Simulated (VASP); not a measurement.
# InP (F-43m) in VASP: convergence with k mesh

Aim: find how far k mesh must go before the results for InP settle, at PBE. This setting moves, with any that are tied to it; all else stays.

Program: VASP 6.6.1. These are calculated values, not measurements. Logs are shortened: lines on timing, memory, paths and dates and some standing lists are left out, and cuts for length are marked.

### 1 Starting point

The structure is cubic, space group F-43m (No. 216). The conventional cell has a = 5.861 Å, b = 5.861 Å, c = 5.861 Å, α = 90.00°, β = 90.00°, γ = 90.00°. Around In (site symmetry -43m) lie 4 P at 2.54 Å. P (site symmetry -43m) is surrounded by 4 In at 2.54 Å.

### 2 With k mesh 2 × 2 × 2

File INCAR:

```
PREC     = Accurate       # precision mode
ENCUT    = 520            # plane-wave cutoff, eV
EDIFF    = 1E-6           # SCF threshold, eV
ISMEAR   = 0              # smearing method
SIGMA    = 0.02           # smearing width, eV
LREAL    = F              # projectors in reciprocal space
LASPH    = T              # aspherical terms in the spheres
NELM     = 60             # most SCF steps
ALGO     = Fast           # electronic algorithm
ISIF     = 2              # what is computed and relaxed
LWAVE    = F              # write WAVECAR
LCHARG   = F              # write CHGCAR
GGA      = PE             # functional
```

File KPOINTS:

```
regular mesh
0
Gamma
  2 2 2
```

File POSCAR:

```
InP
1.0
    0.0000000000      2.9305000000      2.9305000000
    2.9305000000      0.0000000000      2.9305000000
    2.9305000000      2.9305000000      0.0000000000
In P
1 1
Direct
    0.0000000000      0.0000000000      0.0000000000
    0.7500000000      0.7500000000      0.7500000000
```

Potentials or basis: VASP PAW PBE potentials, release 64 (In_d, P).

Launch:

```sh
$ cat potpaw_PBE.64/In_d/POTCAR potpaw_PBE.64/P/POTCAR > POTCAR
$ mpirun -np 1 vasp_std > vasp.out
```

Run time: 3.1 s. Hardware: 1 thread of Intel Xeon 6975P-C (Granite Rapids), shared host; peak memory 0.16 GiB.

What came out:

```
Free energy            : -6.5610 eV
Pressure               : 7.4 GPa
Band gap on the k mesh : 0.61 eV, direct
```

### 3 With k mesh 3 × 3 × 3

INCAR is that of step 2.

File KPOINTS:

```
regular mesh
0
Gamma
  3 3 3
```

POSCAR is that of step 2.

Potentials or basis: VASP PAW PBE potentials, release 64 (In_d, P).

Launch:

```sh
$ cat potpaw_PBE.64/In_d/POTCAR potpaw_PBE.64/P/POTCAR > POTCAR
$ mpirun -np 1 vasp_std > vasp.out
```

It took 3.3 s on 1 thread of Intel Xeon 6975P-C (Granite Rapids), shared host; peak memory 0.17 GiB.

What came out:

```yaml
Free_energy: -7.9836 eV
Pressure: 4.2 GPa
Band_gap_on_the_k_mesh: 0.68 eV, direct
```

### 4 With k mesh 4 × 4 × 4

INCAR is that of step 3.

File KPOINTS:

```
regular mesh
0
Gamma
  4 4 4
```

POSCAR is that of step 3.

Launch:

```sh
$ cat potpaw_PBE.64/In_d/POTCAR potpaw_PBE.64/P/POTCAR > POTCAR
$ mpirun -np 1 vasp_std > vasp.out
```

It took 4.7 s on 1 thread of Intel Xeon 6975P-C (Granite Rapids), shared host; peak memory 0.17 GiB.

Results:

| Item | Value |
| --- | --- |
| Free energy | -8.2721 eV |
| Pressure | 3.5 GPa |
| Band gap on the k mesh | 0.70 eV, direct |

### 5 With k mesh 5 × 5 × 5

INCAR is that of step 4.

File KPOINTS:

```
regular mesh
0
Gamma
  5 5 5
```

POSCAR is that of step 4.

Launch:

```sh
$ cat potpaw_PBE.64/In_d/POTCAR potpaw_PBE.64/P/POTCAR > POTCAR
$ mpirun -np 1 vasp_std > vasp.out
```

It took 4.9 s on 1 thread of Intel Xeon 6975P-C (Granite Rapids), shared host; peak memory 0.17 GiB.

Results:

```
Free energy            : -8.3473 eV
Pressure               : 3.3 GPa
Band gap on the k mesh : 0.71 eV, direct
```

### 6 With k mesh 6 × 6 × 6

INCAR is that of step 5.

File KPOINTS:

```
regular mesh
0
Gamma
  6 6 6
```

POSCAR is that of step 5.

Potentials or basis: VASP PAW PBE potentials, release 64 (In_d, P).

Launch:

```sh
$ cat potpaw_PBE.64/In_d/POTCAR potpaw_PBE.64/P/POTCAR > POTCAR
$ mpirun -np 1 vasp_std > vasp.out
```

Wall time 6.9 s (1 thread of Intel Xeon 6975P-C (Granite Rapids), shared host); peak memory 0.17 GiB.

Results:

```yaml
Free_energy: -8.3701 eV
Pressure: 3.3 GPa
Band_gap_on_the_k_mesh: 0.71 eV, direct
```

### 7 With k mesh 7 × 7 × 7

INCAR is that of step 6.

File KPOINTS:

```
regular mesh
0
Gamma
  7 7 7
```

POSCAR is that of step 6.

Launch:

```sh
$ cat potpaw_PBE.64/In_d/POTCAR potpaw_PBE.64/P/POTCAR > POTCAR
$ mpirun -np 1 vasp_std > vasp.out
```

It took 8.1 s on 1 thread of Intel Xeon 6975P-C (Granite Rapids), shared host; peak memory 0.17 GiB.

What came out:

```
Free energy            : -8.3779 eV
Pressure               : 3.3 GPa
Band gap on the k mesh : 0.71 eV, direct
```

### 8 With k mesh 9 × 9 × 9

INCAR is that of step 7.

File KPOINTS:

```
regular mesh
0
Gamma
  9 9 9
```

POSCAR is that of step 7.

Launch:

```sh
$ cat potpaw_PBE.64/In_d/POTCAR potpaw_PBE.64/P/POTCAR > POTCAR
$ mpirun -np 1 vasp_std > vasp.out
```

It took 11 s on 1 thread of Intel Xeon 6975P-C (Granite Rapids), shared host; peak memory 0.18 GiB.

What came out:

| Quantity | Value |
| --- | --- |
| Free energy | -8.3820 eV |
| Pressure | 3.3 GPa |
| Band gap on the k mesh | 0.71 eV, direct |

### 9 With k mesh 11 × 11 × 11

INCAR is that of step 8.

File KPOINTS:

```
regular mesh
0
Gamma
  11 11 11
```

POSCAR is that of step 8.

Potentials or basis: VASP PAW PBE potentials, release 64 (In_d, P).

Launch:

```sh
$ cat potpaw_PBE.64/In_d/POTCAR potpaw_PBE.64/P/POTCAR > POTCAR
$ mpirun -np 1 vasp_std > vasp.out
```

Run time: 15 s. Hardware: 1 thread of Intel Xeon 6975P-C (Granite Rapids), shared host; peak memory 0.19 GiB.

Results:

| Item | Value |
| --- | --- |
| Free energy | -8.3827 eV |
| Pressure | 3.3 GPa |
| Band gap on the k mesh | 0.71 eV, direct |

### 10 With k mesh 13 × 13 × 13

INCAR is that of step 9.

File KPOINTS:

```
regular mesh
0
Gamma
  13 13 13
```

POSCAR is that of step 9.

Potentials or basis: VASP PAW PBE potentials, release 64 (In_d, P).

Launch:

```sh
$ cat potpaw_PBE.64/In_d/POTCAR potpaw_PBE.64/P/POTCAR > POTCAR
$ mpirun -np 1 vasp_std > vasp.out
```

OUTCAR:

```text
PREC = Accurate
   ENCUT = 520
   EDIFF = 1E-6
   ISMEAR = 0
   LREAL = F
   LASPH = T
   NELM = 60
   ISIF = 2
   GGA = PE

 ion  position               nearest neighbor table
   1  0.000  0.000  0.000-   2 2.54   2 2.54   2 2.54   2 2.54
   2  0.750  0.750  0.750-   1 2.54   1 2.54   1 2.54   1 2.54

  LATTYP: Found a face centered cubic cell.
 ALAT       =     5.8610000000

  Lattice vectors:

 A1 = (   0.0000000000,   2.9305000000,   2.9305000000)
 A2 = (   2.9305000000,   0.0000000000,   2.9305000000)
 A3 = (   2.9305000000,   2.9305000000,   0.0000000000)

Analysis of symmetry for initial positions (statically):
=====================================================================
 Subroutine PRICEL returns:
 Original cell was already a primitive cell.

 Routine SETGRP: Setting up the symmetry group for a
 face centered cubic supercell.

 Subroutine GETGRP returns: Found 24 space group operations
 (whereof 24 operations were pure point group operations)
 out of a pool of 48 trial point group operations.

The static configuration has the point symmetry T_d .

Analysis of symmetry for dynamics (positions and initial velocities):
=====================================================================
 Subroutine PRICEL returns:
 Original cell was already a primitive cell.

 Routine SETGRP: Setting up the symmetry group for a
 face centered cubic supercell.

 Subroutine GETGRP returns: Found 24 space group operations
 (whereof 24 operations were pure point group operations)
 out of a pool of 48 trial point group operations.

The dynamic configuration has the point symmetry T_d .

 Subroutine INISYM returns: Found 24 space group operations
 (whereof 24 operations are pure point group operations),
 and found     1 'primitive' translations

----------------------------------------------------------------------------------------

                                     Primitive cell

  volume of cell :      50.3333

  direct lattice vectors                    reciprocal lattice vectors
     0.000000000  2.930500000  2.930500000    -0.170619348  0.170619348  0.170619348
     2.930500000  0.000000000  2.930500000     0.170619348 -0.170619348  0.170619348
     2.930500000  2.930500000  0.000000000     0.170619348  0.170619348 -0.170619348

  length of vectors
     4.144352845  4.144352845  4.144352845     0.295521380  0.295521380  0.295521380

  position of ions in fractional coordinates (direct lattice)
     0.000000000  0.000000000  0.000000000
     0.750000000  0.750000000  0.750000000

  ion indices of the primitive-cell ions
   primitive index   ion index
                 1           1
                 2           2

[... 79 lines left out ...]
   POTIM  = 0.5000    time-step for ionic-motion
   TEBEG  =    0.0;   TEEND  =   0.0 temperature during run
   PSTRESS=    0.0 pullay stress
   NELECT =      18.0000    total number of electrons
   NUPDOWN=      -1.0000    fix difference up-down
   EMIN   =  10.00;   EMAX   =-10.00  energy-range for DOS
   EFERMI =   0.00;   METHOD = LEGACY
   ISMEAR =     0;   SIGMA  =   0.02  broadening in eV -4-tet -1-fermi 0-gaus
   EFERMI_NEDOS =   21; number of points for ismear=-14 and -15
   IALGO  =     68    algorithm
   IMIX   =      4    mixing-type and parameters
     AMIX     =   0.40;   BMIX     =  1.00
     AMIX_MAG =   1.60;   BMIX_MAG =  1.00
  volume/ion in A,a.u.               =      25.17       169.83
  Fermi-wavevector in a.u.,A,eV,Ry     =   1.162021  2.195901 18.371846  1.350293
  Thomas-Fermi vector in A             =   2.298587
   LORBIT       =      0    0 simple, 1 ext, 2 COOP (PROOUT), +10 PAW based schemes
   GGA     = PE    functional components
   LHFCALC =     F    Hartree Fock is set to
   AEXX    =    0.0000 exact exchange contribution
   IVDW    =     0    specifies the selected vdW correction
   LEPSILON=     F    determine dielectric tensor
   LRPA    =     F    only Hartree local field effects (RPA)
 non-spin polarized calculation
 RMM-DIIS sequential band-by-band and
 Gauss-broadening in eV      SIGMA  =   0.02
  energy-cutoff  :      520.00
  volume of cell :       50.33
 maximum number of plane-waves:      1369
   NGX = 15   NGY = 15   NGZ = 15

 number of electron      18.0000005 magnetization

 Free energy of the ion-electron system (eV)
  ---------------------------------------------------
  ext. energy  EPLUGINS =         0.00000000
  ---------------------------------------------------
  free energy    TOTEN  =        -8.38288439 eV

  energy without entropy =       -8.38288439  energy(sigma->0) =       -8.38288439

 E-fermi :   5.2970     XC(G=0):  -9.2838

 val. band max:        5.1864751027   @ k =   0.0000   0.0000   0.0000
 cond. band min:       5.8993208951   @ k =   0.0000   0.0000   0.0000
 fundamental gap:      0.7128457925
 Fermi energy:         5.2969809691

 k-point     1 :       0.0000    0.0000    0.0000
  band No.  band energies     occupation
      1      -8.9986      2.00000
      2      -8.9986      2.00000
      3      -8.9986      2.00000
      4      -8.8464      2.00000
      5      -8.8464      2.00000
      6      -6.3304      2.00000
      7       5.1865      2.00000
      8       5.1865      2.00000
      9       5.1865      2.00000
     10       5.8993      0.00000
     11       9.2805      0.00000
     12       9.2805      0.00000
     13       9.2805      0.00000
[... 354 lines left out ...]
  band No.  band energies     occupation
      1      -9.1211      2.00000
      2      -8.9532      2.00000
      3      -8.9444      2.00000
      4      -8.8516      2.00000
      5      -8.8288      2.00000
      6      -4.6366      2.00000
      7      -0.0878      2.00000
      8       3.2483      2.00000
      9       3.8263      2.00000
     10       7.7345      0.00000
     11       9.5378      0.00000
     12      10.8671      0.00000
     13      11.5443      0.00000

 [... further k-points ...]

------------------------ aborting loop because EDIFF is reached ----------------------------------------

  FORCE on cell =-STRESS in cart. coord.  units (eV):
  Direction    XX          YY          ZZ          XY          YZ          ZX
  --------------------------------------------------------------------------------------
  -------------------------------------------------------------------------------------
  Total        1.0757985      1.0757985      1.0757985      0.0000000      0.0000000      0.0000000
  in kB       34.2441471     34.2441471     34.2441471      0.0000000      0.0000000      0.0000000
  external PRESSURE =      34.2441471 kB  Pullay stress =       0.0000000 kB

 VOLUME and BASIS-vectors are now :
 -----------------------------------------------------------------------------
  energy-cutoff  :      520.00
  volume of cell :       50.33
      direct lattice vectors                 reciprocal lattice vectors
     0.000000000  2.930500000  2.930500000    -0.170619348  0.170619348  0.170619348
     2.930500000  0.000000000  2.930500000     0.170619348 -0.170619348  0.170619348
     2.930500000  2.930500000  0.000000000     0.170619348  0.170619348 -0.170619348

 POSITION                                       TOTAL-FORCE (eV/Angst)
 -----------------------------------------------------------------------------------
      0.00000      0.00000      0.00000         0.000000      0.000000      0.000000
      4.39575      4.39575      4.39575        -0.000000     -0.000000     -0.000000
 -----------------------------------------------------------------------------------
    total drift:                                0.000000      0.000000      0.000000

  FREE ENERGIE OF THE ION-ELECTRON SYSTEM (eV)
  ---------------------------------------------------
  free  energy   TOTEN  =        -8.3828843889 eV

  energy  without entropy=       -8.3828843889  energy(sigma->0) =       -8.38288439
```

OSZICAR:

```text
N       E                     dE             d eps       ncg     rms          rms(c)
DAV:   1     0.113450791531E+03    0.11345E+03   -0.87130E+03  2217   0.153E+03
DAV:   2    -0.324409704070E+00   -0.11378E+03   -0.11026E+03  2284   0.332E+02
DAV:   3    -0.856912692366E+01   -0.82447E+01   -0.81763E+01  2869   0.925E+01
DAV:   4    -0.879390979742E+01   -0.22478E+00   -0.22460E+00  2572   0.169E+01
DAV:   5    -0.880415656626E+01   -0.10247E-01   -0.10246E-01  3281   0.311E+00    0.568E+00
RMM:   6    -0.840699867342E+01    0.39716E+00   -0.57468E-01  2558   0.747E+00    0.322E+00
RMM:   7    -0.838326046381E+01    0.23738E-01   -0.36534E-01  2514   0.347E+00    0.133E+00
RMM:   8    -0.838091052909E+01    0.23499E-02   -0.34915E-02  2775   0.308E+00    0.298E-01
RMM:   9    -0.838246892330E+01   -0.15584E-02   -0.17350E-02  3180   0.125E+00    0.155E-01
RMM:  10    -0.838275850278E+01   -0.28958E-03   -0.33895E-03  3315   0.612E-01    0.152E-01
RMM:  11    -0.838282986396E+01   -0.71361E-04   -0.41032E-04  2824   0.232E-01    0.499E-02
RMM:  12    -0.838289569842E+01   -0.65834E-04   -0.18610E-04  2847   0.140E-01    0.425E-02
RMM:  13    -0.838288600656E+01    0.96919E-05   -0.34102E-05  3199   0.637E-02    0.310E-02
RMM:  14    -0.838288502197E+01    0.98459E-06   -0.12331E-05  2920   0.293E-02    0.232E-02
RMM:  15    -0.838288438890E+01    0.63307E-06   -0.29801E-06  2086   0.168E-02
   1 F= -.83828844E+01 E0= -.83828844E+01  d E =-.849585E-18
```

Run time: 23 s. Hardware: 1 thread of Intel Xeon 6975P-C (Granite Rapids), shared host; peak memory 0.21 GiB.

Results:

```
Free energy            : -8.3829 eV
Pressure               : 3.4 GPa
Band gap on the k mesh : 0.71 eV, direct
```

### 11 The series at a glance

```csv
k mesh,"energy less the tightest run, at zero smearing (meV/atom)",pressure (GPa),gap on the mesh (eV),SCF cycles,CPU time (s),peak memory (GiB)
2 × 2 × 2,910.95,7.35,0.609,15,2.8,0.16
3 × 3 × 3,199.64,4.20,0.678,14,2.9,0.17
4 × 4 × 4,55.39,3.46,0.699,16,4.2,0.17
5 × 5 × 5,17.79,3.34,0.708,15,4.4,0.17
6 × 6 × 6,6.40,3.31,0.710,17,6.4,0.17
7 × 7 × 7,2.50,3.34,0.711,17,7.6,0.17
9 × 9 × 9,0.46,3.29,0.712,15,11,0.18
11 × 11 × 11,0.08,3.33,0.712,15,15,0.19
13 × 13 × 13,0.00,3.42,0.713,15,22,0.21
```

Against the tightest run, the energy stays within 1 meV/atom from 9 × 9 × 9 on; the pressure stays within 0.1 GPa from 11 × 11 × 11 on; the gap on the mesh stays within 0.01 eV from 5 × 5 × 5 on. Meshes of other sizes hit other points, so gaps and Fermi surfaces needn't settle smoothly. The tightest run that finished is the yardstick and may itself not be fully converged.

Caveats: spin-orbit coupling is left out, which moves the levels of the heavy elements.
